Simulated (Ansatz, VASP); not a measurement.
# Au: VASP beside Ansatz

```
Au
1.0
     0.00000    2.04166    2.04166
     2.04166    0.00000    2.04166
     2.04166    2.04166    0.00000
Au
1
Direct
  0.00000 0.00000 0.00000
```

Alike in both runs: functional PBEsol; k mesh 20 × 20 × 20; occupations fermi-dirac, width 0.15 eV; no spin polarisation.

Ansatz relaxed the structure, and its values are those at the end. VASP's run is a single point on that final structure, the one shown.

|  | VASP | Ansatz |
| --- | --- | --- |
| version | VASP 6.6.1 | Ansatz 0.2.0 |
| potentials or method | VASP PAW PBE potentials, release 64 (Au) | scalar-relativistic, plane waves, PAW |
| plane-wave cutoff (eV) | 520 | 420 |
| valence electrons in the cell | 11 | 19 |

```csv
,VASP,Ansatz,Ansatz less VASP
gap on the k mesh at the Fermi level (eV),none,none,-
pressure (GPa),-0.2,0.0,+0.22
```

A gap of «none» marks a metal or a gap that the smearing closes. The two sets of potentials don't hold the same shells in valence.

Caveats: the PAW data sets were made with another functional, which shifts forces and pressure a little (VASP). Spin-orbit coupling is left out, which matters for the levels of Au.
